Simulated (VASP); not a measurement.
# GaP (F-43m) in VASP: phonons with PBEsol

Aim: the phonons of GaP with PBEsol.

Everything below comes from runs of VASP 6.6.1. Logs are shortened: lines on timing, memory, paths and dates and some standing lists are left out, and cuts for length are marked.

## (1) The crystal as given

Symmetry: F-43m, No. 216, cubic system. Conventional cell: a = 5.451 Å, b = 5.451 Å, c = 5.451 Å, α = 90.00°, β = 90.00°, γ = 90.00°. Ga (site symmetry -43m) has 4 P at 2.36 Å as nearest neighbours. Around P (site symmetry -43m) lie 4 Ga at 2.36 Å.

The cell was built by a generator and needn't be a form met in nature.

## (2) Phonons, PBEsol

Contents of INCAR:

```
  ALGO = Normal
  EDIFF = 1E-8
  ENCUT = 520
  GGA = PS
  IBRION = 8
  ISIF = 2
  ISMEAR = 0
  LASPH = True
  LCHARG = False
  LEPSILON = True
  LREAL = False
  LWAVE = False
  NBANDS = 16
  NELM = 100
  NSW = 1
  PREC = Accurate
  SIGMA = 0.01
```

Contents of KPOINTS:

```
k-points
0
Gamma
  8 8 8
```

Contents of POSCAR:

```
GaP
1.0
    0.0000000000      2.7252500000      2.7252500000
    2.7252500000      0.0000000000      2.7252500000
    2.7252500000      2.7252500000      0.0000000000
Ga P
1 1
Direct
    0.0000000000      0.0000000000      0.0000000000
    0.2500000000      0.2500000000      0.2500000000
```

Potentials or basis: VASP PAW PBE potentials, release 64 (Ga_d, P).

Launch:

```bash
$ cat potpaw_PBE.64/Ga_d/POTCAR potpaw_PBE.64/P/POTCAR > POTCAR
$ mpirun -np 1 vasp_std > vasp.out
```

OUTCAR:

```text
EDIFF = 1E-8
   ENCUT = 520
   GGA = PS
   IBRION = 8
   ISIF = 2
   ISMEAR = 0
   LASPH = True
   LEPSILON = True
   LREAL = False
   NELM = 100
   NSW = 1
   PREC = Accurate

 ion  position               nearest neighbor table
   1  0.000  0.000  0.000-   2 2.36   2 2.36   2 2.36   2 2.36
   2  0.250  0.250  0.250-   1 2.36   1 2.36   1 2.36   1 2.36

  LATTYP: Found a face centered cubic cell.
 ALAT       =     5.4505000000

  Lattice vectors:

 A1 = (   0.0000000000,   2.7252500000,   2.7252500000)
 A2 = (   2.7252500000,   0.0000000000,   2.7252500000)
 A3 = (   2.7252500000,   2.7252500000,   0.0000000000)

Analysis of symmetry for initial positions (statically):
=====================================================================
 Subroutine PRICEL returns:
 Original cell was already a primitive cell.

 Routine SETGRP: Setting up the symmetry group for a
 face centered cubic supercell.

 Subroutine GETGRP returns: Found 24 space group operations
 (whereof 24 operations were pure point group operations)
 out of a pool of 48 trial point group operations.

The static configuration has the point symmetry T_d .

Analysis of symmetry for dynamics (positions and initial velocities):
=====================================================================
 Subroutine PRICEL returns:
 Original cell was already a primitive cell.

 Routine SETGRP: Setting up the symmetry group for a
 face centered cubic supercell.

 Subroutine GETGRP returns: Found 24 space group operations
 (whereof 24 operations were pure point group operations)
 out of a pool of 48 trial point group operations.

The dynamic configuration has the point symmetry T_d .

 Subroutine INISYM returns: Found 24 space group operations
 (whereof 24 operations are pure point group operations),
 and found     1 'primitive' translations

----------------------------------------------------------------------------------------

                                     Primitive cell

  volume of cell :      40.4808

  direct lattice vectors                    reciprocal lattice vectors
     0.000000000  2.725250000  2.725250000    -0.183469406  0.183469406  0.183469406
     2.725250000  0.000000000  2.725250000     0.183469406 -0.183469406  0.183469406
     2.725250000  2.725250000  0.000000000     0.183469406  0.183469406 -0.183469406

  length of vectors
     3.854085511  3.854085511  3.854085511     0.317778334  0.317778334  0.317778334

  position of ions in fractional coordinates (direct lattice)
     0.000000000  0.000000000  0.000000000
     0.250000000  0.250000000  0.250000000

  ion indices of the primitive-cell ions
   primitive index   ion index
                 1           1
                 2           2

----------------------------------------------------------------------------------------

 KPOINTS: k-points

Automatic generation of k-mesh.
 Grid dimensions read from file:
 generate k-points for:    8    8    8

 Generating k-lattice:

  Cartesian coordinates                     Fractional coordinates (reciprocal lattice)
    -0.022933676  0.022933676  0.022933676     0.125000000  0.000000000  0.000000000
     0.022933676 -0.022933676  0.022933676     0.000000000  0.125000000  0.000000000
     0.022933676  0.022933676 -0.022933676     0.000000000  0.000000000  0.125000000

[... 605 lines left out ...]
  free energy    TOTEN  =        -1.26523154 eV

  energy without entropy =       -1.26523154

------------------------ aborting loop because EDIFF is reached ----------------------------------------

--------------------------------------- Ionic step        2  -------------------------------------------

------------------------ aborting loop because EDIFF is reached ----------------------------------------

--------------------------------------- Ionic step        3  -------------------------------------------

------------------------ aborting loop because EDIFF is reached ----------------------------------------

 PIEZOELECTRIC TENSOR FIELD DIRECTION 3  (e Angst)
 -----------------------------------------------------------------------------
     0.00002 -2.03310  0.00000           (  0.00000 -0.03459  0.00000)
    -2.03310  0.00002  0.00000           ( -0.03459  0.00000  0.00000)
     0.00000  0.00000 -0.00190           (  0.00000  0.00000 -0.00000)

 PIEZOELECTRIC TENSOR FIELD DIRECTION 3  (C/m^2)
 -----------------------------------------------------------------------------
     0.00001 -0.80467  0.00000
    -0.80467  0.00001  0.00000
     0.00000  0.00000 -0.00075

--------------------------------------- Ionic step        4  -------------------------------------------

------------------------ aborting loop because EDIFF is reached ----------------------------------------

[... ionic steps 5 to 6 ...]

--------------------------------------- Ionic step        7  -------------------------------------------

 Free energy of the ion-electron system (eV)
  ---------------------------------------------------
  ---------------------------------------------------
  free energy    TOTEN  =        -0.04740891 eV

  energy without entropy =       -0.04740891

------------------------ aborting loop because EDIFF is reached ----------------------------------------

 INTERNAL STRAIN TENSOR  FOR ION    2  DIRECTION 1   (eV/Angst):
 -----------------------------------------------------------------------------
     0.01057  0.00000  0.00000
     0.00000 -0.00330 -7.02404
     0.00000 -7.02404 -0.00330

 MACROSCOPIC STATIC DIELECTRIC TENSOR (including local field effects in DFT)
 ------------------------------------------------------
          11.599667    -0.000000    -0.000000
           0.000000    11.599667    -0.000000
           0.000000     0.000000    11.599667
 ------------------------------------------------------

 PIEZOELECTRIC TENSOR (including local field effects)  for field in x, y, z        (e  Angst)
          XX          YY          ZZ          XY          YZ          ZX
  --------------------------------------------------------------------------------
  x     0.00000     0.00000     0.00000     0.00000    -2.04059     0.00000
  y    -0.00000    -0.00000    -0.00000     0.00000     0.00000    -2.04059
  z    -0.00000    -0.00000     0.00000    -2.04059     0.00000     0.00000

 PIEZOELECTRIC TENSOR (including local field effects)  for field in x, y, z        (C/m^2)
          XX          YY          ZZ          XY          YZ          ZX
  --------------------------------------------------------------------------------
  x     0.00000     0.00000     0.00000     0.00000    -0.80764     0.00000
  y    -0.00000    -0.00000    -0.00000     0.00000     0.00000    -0.80764
  z    -0.00000    -0.00000     0.00000    -0.80764     0.00000     0.00000

 BORN EFFECTIVE CHARGES (including local field effects) (in |e|, cummulative output)
 ---------------------------------------------------------------------------------
 ion    1
    1     2.19583    -0.00000     0.00000
    2     0.00000     2.19583    -0.00000
    3    -0.00000    -0.00000     2.19583
 ion    2
    1    -2.19583     0.00000    -0.00000
    2    -0.00000    -2.19583     0.00000
    3     0.00000     0.00000    -2.19583

 INTERNAL STRAIN TENSOR FOR ION    2 for displacements in x,y,z  (eV/Angst):
          X           Y           Z          XY          YZ          ZX
  --------------------------------------------------------------------------------
  x    -0.00000    -0.00000    -0.00000     0.00000    -7.02404     0.00000
  y    -0.00000     0.00000    -0.00000     0.00000     0.00000    -7.02404
  z    -0.00000    -0.00000    -0.00000    -7.02404     0.00000     0.00000

 SECOND DERIVATIVES (NOT SYMMETRIZED)
 ------------------------------------
               1X          1Y          1Z          2X          2Y          2Z
  1X    -9.795944    0.000000    0.000000    9.795944    0.000000    0.000000
  1Y     0.000000   -9.795944    0.000000    0.000000    9.795944    0.000000
  1Z     0.000000    0.000000   -9.795944    0.000000    0.000000    9.795944
  2X     9.812257    0.000000    0.000000   -9.812257    0.000000    0.000000
  2Y     0.000000    9.812257    0.000000    0.000000   -9.812257    0.000000
  2Z     0.000000    0.000000    9.812257    0.000000    0.000000   -9.812257

 Eigenvectors and eigenvalues of the dynamical matrix
 ----------------------------------------------------

   1 f  =   10.571722 THz    66.424089 2PiTHz  352.634690 cm-1    43.721110 meV
             X         Y         Z           dx          dy          dz
      0.000000  0.000000  0.000000     0.000000    0.554294    0.000000
      1.362625  1.362625  1.362625     0.000000   -0.832321    0.000000
[... 21 lines left out ...]
   6 f/i=    0.004058 THz     0.025495 2PiTHz    0.135349 cm-1     0.016781 meV
             X         Y         Z           dx          dy          dz
      0.000000  0.000000  0.000000     0.000000    0.000000    0.832321
      1.362625  1.362625  1.362625     0.000000    0.000000    0.554294

--------------------------------------------------------------------------------------------------------

 MACROSCOPIC STATIC DIELECTRIC TENSOR IONIC CONTRIBUTION
 ------------------------------------------------------
           2.198394     0.000000    -0.000000
           0.000000     2.198394    -0.000000
          -0.000000    -0.000000     2.198394
 ------------------------------------------------------

 ELASTIC MODULI CONTR FROM IONIC RELAXATION (kBar)
 Direction    XX          YY          ZZ          XY          YZ          ZX
 --------------------------------------------------------------------------------
 XX          -0.0000     -0.0000     -0.0000     -0.0000     -0.0000     -0.0000
 YY          -0.0000     -0.0000     -0.0000     -0.0000     -0.0000     -0.0000
 ZZ          -0.0000     -0.0000     -0.0000     -0.0000     -0.0000     -0.0000
 XY          -0.0000     -0.0000     -0.0000   -196.7932      0.0000      0.0000
 YZ          -0.0000     -0.0000     -0.0000      0.0000   -196.7932      0.0000
 ZX          -0.0000     -0.0000     -0.0000      0.0000      0.0000   -196.7932
 --------------------------------------------------------------------------------

 PIEZOELECTRIC TENSOR IONIC CONTR  for field in x, y, z        (C/m^2)
          XX          YY          ZZ          XY          YZ          ZX
  --------------------------------------------------------------------------------
  x     0.00000     0.00000     0.00000     0.00000     0.61891    -0.00000
  y     0.00000     0.00000     0.00000    -0.00000     0.00000     0.61891
  z     0.00000     0.00000     0.00000     0.61891    -0.00000    -0.00000
```

It took 6.2 min on 1 thread of Intel Xeon Platinum 8488C (Sapphire Rapids), shared host; peak memory 0.3 GiB.

Results:

- Electronic dielectric tensor (diagonal): 11.60
- Born charges (mean of the diagonal): Ga +2.20; P -2.20 e
- Highest phonon frequency at Γ, LO-TO splitting left out: 353 cm⁻¹

Phonon frequencies in cm⁻¹ (negative: imaginary):
```tsv
q point	frequencies
(0.000, 0.000, 0.000)	0 0 0 353 353 353
```

Electronic dielectric tensor:
```
11.60  0.00  0.00
 0.00 11.60  0.00
 0.00  0.00 11.60
```

Born effective charge tensors (e):
atom 1, Ga
```
2.20 0.00 0.00
0.00 2.20 0.00
0.00 0.00 2.20
```
atom 2, P
```
-2.20  0.00  0.00
 0.00 -2.20  0.00
 0.00  0.00 -2.20
```
